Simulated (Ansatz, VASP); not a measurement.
# Ta3H8: VASP beside Ansatz

```
Ta H
1.0
     4.38958    0.00000    0.00000
     0.00000    4.38958    0.00000
     0.00000    0.00000    4.38958
Ta H
3 8
Direct
  0.50000 0.00000 0.00000
  0.00000 0.50000 0.00000
  0.00000 0.00000 0.50000
  0.73168 0.73168 0.73168
  0.26832 0.26832 0.73168
  0.26832 0.73168 0.26832
  0.73168 0.26832 0.26832
  0.73168 0.73168 0.26832
  0.26832 0.26832 0.26832
  0.73168 0.26832 0.73168
  0.26832 0.73168 0.73168
```

Alike in both runs: functional PBE; k mesh 4 × 4 × 4; occupations gaussian, width 0.1 eV; no spin polarisation.

Ansatz relaxed the structure, and its values are those at the end. VASP's run is a single point on that final structure, the one shown.

|  | VASP | Ansatz |
| --- | --- | --- |
| version | VASP 6.6.1 | Ansatz 0.2.0 |
| potentials or method | VASP PAW PBE potentials, release 64 (Ta_pv, H) | scalar-relativistic, plane waves, PAW |
| plane-wave cutoff (eV) | 520 | 420 |
| valence electrons in the cell | 41 | 47 |

Ansatz gave:

- gap on the k mesh at the Fermi level (eV): none
- pressure (GPa): 0.0
- rms of the force components (eV/Å): 0.000

Problem. Estimate VASP's values.

Solution. gap on the k mesh at the Fermi level (eV): none; pressure (GPa): 0.1; rms of the force components (eV/Å): 0.004.

A gap of «none» marks a metal or a gap that the smearing closes. With one functional, cell and mesh, what is left measures potentials, basis and numerics. The two sets of potentials don't hold the same shells in valence.

The runs have no spin-orbit coupling, so splittings on Ta are missing.
